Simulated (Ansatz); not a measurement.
CsBr, space group Pm-3m, a check of PAW against all-electron LAPW

Computed with Ansatz 0.2.0 through its Python package.

Run as a notebook:

```python
import ansatz as az
from ase import Atoms
import numpy as np
from tabulate import tabulate
```

```python
def count_gap(report):
    # lowest empty less highest filled band, counting bands; zero where they overlap
    return max(report.get('gap_by_band_count_ev') or 0.0, 0.0)
```

```python
atoms = Atoms(
    ['Cs', 'Br'],
    scaled_positions=[
        (0.0, 0.0, 0.0),
        (0.5, 0.5, 0.5),
    ],
    cell=[
        (4.286, 0.0, 0.0),
        (0.0, 4.286, 0.0),
        (0.0, 0.0, 4.286),
    ],
    pbc=True,
)
xtal = az.Crystal.from_ase(atoms)

xtal.resolved().tree()['lattice']
```

    ((4.286, 0.0, 0.0), (0.0, 4.286, 0.0), (0.0, 0.0, 4.286))

```python
calculation = xtal.calculation()
calculation = calculation.functional('lda').kpoints(4, 4, 4)
calculation = calculation.occupations('fermi_dirac').stress()
calculation = calculation.forces()
calculation = calculation.band_table()
variants = {
    'PAW': calculation.pseudopotentials('paw'),
    'LAPW': calculation.pseudopotentials('all_electron', lapw=True),
}
# totals differ by the cores that each treatment holds, so compare what does not depend on them
rows = []
for label, variant in variants.items():
    r = variant.run(threads=1, backend='cpu').report
    levels = np.array(r['eigenvalues_ev'][0]) - r['fermi_energy_ev']
    print(label, 'levels at the first k-point near E_F:', np.round(levels[np.abs(levels) < 5], 3))
    rows.append((label, r['n_electrons'], np.trace(r['stress_gpa']) / 3, count_gap(r)))
print(tabulate(rows, headers=['treatment', 'electrons in bands', 'P GPa', 'gap by band count eV'], floatfmt='.4f', tablefmt='plain'))
```

    DeckWarning: basis.ecutwfc = 420 eV, auto-derived from the records' recommended cutoffs: set by Cs (normal level)
    PAW levels at the first k-point near E_F: [-2.214 -2.214 -2.214  1.918  2.477  2.477]
    LAPW levels at the first k-point near E_F: [-2.215 -2.215 -2.215  1.918  2.478  2.478]
    treatment      electrons in bands    P GPa    gap by band count eV
    PAW                       16.0000  -1.6680                  4.1322
    LAPW                      50.0000  -1.6675                  4.1330

PAW gives -1.668 GPa and LAPW -1.667 GPa, 0.001 GPa apart. They took 0.6 and 2.4 s of processor time.

Notes:
- Semilocal gaps usually lie well under measured ones.
- The computed bands are complete only to about 4.9 eV above the Fermi level.
- Of the deposited cell: the entry's cell lengths or inner coordinates differ somewhat from later room-temperature determinations.
- In a crystal with a gap the Fermi level's place inside it depends on smearing and mesh.
- The structure is a deposited one; some such entries were measured under pressure or heat, so a shift against it needn't be the functional's error alone.
- Levels are Kohn-Sham eigenvalues on this mesh, without spin-orbit coupling.
- Warnings are shown shortened and without file and line.
- Pressure is positive in compression; the treatments may keep other shells as core, so totals and counts of electrons can differ.
- Wall time of the script: 3.7 s on 1 thread of Arm Neoverse V2 (shared host), peak memory 0.4 GiB.

(A comment or docstring line of the script was reworded after the run, the code is as it ran; lines on the test bed's own set-up are left out of the output.)
